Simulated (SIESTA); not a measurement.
AlPt:

```
Pt Al
1.0
     3.09155    0.00000    0.00000
     0.00000    3.09155    0.00000
     0.00000    0.00000    3.09155
Pt Al
1 1
Direct
  0.50000 0.50000 0.50000
  0.00000 0.00000 0.00000
```

Measurements of this composition are mostly on another form, of space group No. 198.

Base run:

```yaml
Program: SIESTA 5.4.2
Functional: PBEsol
Potentials_or_basis: PseudoDojo 0.4 standard (PBEsol files)
Basis: DZP (energy shift 0.003 Ry; two zetas on semicore shells)
Grid_cutoff: 800 Ry
Energy_shift: 0.003 Ry
k_mesh: 9 × 9 × 9
Occupations: fermi-dirac, width 0.05 eV
Spin: no spin polarisation
```

Its results: band gap on the k mesh none (metal or under the smearing width); pressure -5.8 GPa.

Question: The run is repeated on the same cell with these changes: functional from PBEsol to LDA; potentials or basis from PseudoDojo 0.4 standard (PBEsol files) to PseudoDojo 0.4 standard (LDA files). What comes out?

Answer: Band gap on the k mesh none (metal or under the smearing width); pressure -9.9 GPa.

Caveats: short orbitals over semicore shells can move pressures by several GPa; spin-orbit coupling is left out, which moves the levels of the heavy elements; the basis of atomic orbitals isn't converged, which shifts pressures, moduli and gaps.
